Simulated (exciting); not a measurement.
MgS (Niningerite):

```xyz
2
Lattice="0.0000 2.6016 2.6016 2.6016 0.0000 2.6016 2.6016 2.6016 0.0000" Properties=species:S:1:pos:R:3 pbc="T T T"
S     2.6016    2.6016    2.6016
Mg    0.0000    0.0000    0.0000
```

Program: exciting (release sodium). Alike in all runs: no spin polarisation; cell as given.

Order these runs on this cell by their band gap on the k mesh, lowest first.
A. level PBE; potentials or basis all-electron LAPW+lo, shipped species files, valence relativity iora*; k mesh 5 × 5 × 5; smearing gaussian 0.005 eV; lmaxapw (and lmaxmat) 10; nempty 10; valence relativity iora*; method opfmax; rgkmax 6; mesh quality not flagged
B. level HSE06; potentials or basis all-electron LAPW+lo, shipped species files, valence relativity zora; k mesh 3 × 3 × 3; smearing gaussian 0.005 eV; lmaxapw (and lmaxmat) 8; nempty 30; valence relativity zora; exact exchange share 0.25; rgkmax 6; mesh quality coarse
C. level PBEsol; potentials or basis all-electron LAPW+lo, shipped species files, valence relativity iora*; k mesh 9 × 9 × 9; smearing fermi-dirac 0.05 eV; lmaxapw (and lmaxmat) 10; nempty 10; valence relativity iora*; rgkmax 7.5; mesh quality not flagged

C (2.84 eV), A (3.21 eV), B (4.90 eV).

Caveats: some runs use coarse meshes; an odd mesh through Γ misses points on the zone boundary, where band edges often lie; this odd mesh holds no zone-boundary point such as X or L, so its gap can lie well above the true one (some runs).

Not every run made on this cell is shown here.
